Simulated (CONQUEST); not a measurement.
# Si under changes of volume

One of the cells (20.165 Å³/atom); the others are scaled copies at fixed shape and fractional positions:

```
Si
1.0
     3.84928    0.00000    0.00000
     0.00000    3.84928    0.00000
     0.00000    0.00000    5.44370
Si
4
Direct
  0.00000 0.00000 0.50000
  0.50000 0.50000 0.00000
  0.00000 0.50000 0.25000
  0.50000 0.00000 0.75000
```

* Program: CONQUEST 1.3
* Functional: PBE
* Potentials or basis: PseudoDojo NC PBE, SZ, grid of 36 × 36 × 60 points
* k mesh: 7 × 7 × 5
* Occupations: fermi-dirac, width 0.05 eV
* Spin: no spin polarisation

```csv
volume (Å³/atom),energy over the lowest point (meV/atom),pressure (GPa)
18.955,?,?
19.358,97.51,13.5
19.761,66.74,11.0
20.165,42.28,8.5
20.568,23.51,6.4
20.971,9.68,4.5
21.375,0.00,3.1
```

Task: What does the run at 18.955 Å³/atom give?

Result: Energy over the lowest point 134.75 meV/atom; pressure 16.1 GPa.

Worked out: A Birch-Murnaghan fit of order 3 (a polynomial in V^(-2/3)) to the other rows has no minimum within the range. It gives 135.67 meV/atom at 18.955 Å³/atom, against the run's 134.75, and -dE/dV = 16.8 GPa, against 16.1.

Energies are extrapolated to zero smearing.

Caveats: the atomic basis is small; the basis of atomic orbitals isn't converged, which shifts pressures, moduli and gaps; the real-space grid breaks the cell's symmetry a little (some runs).
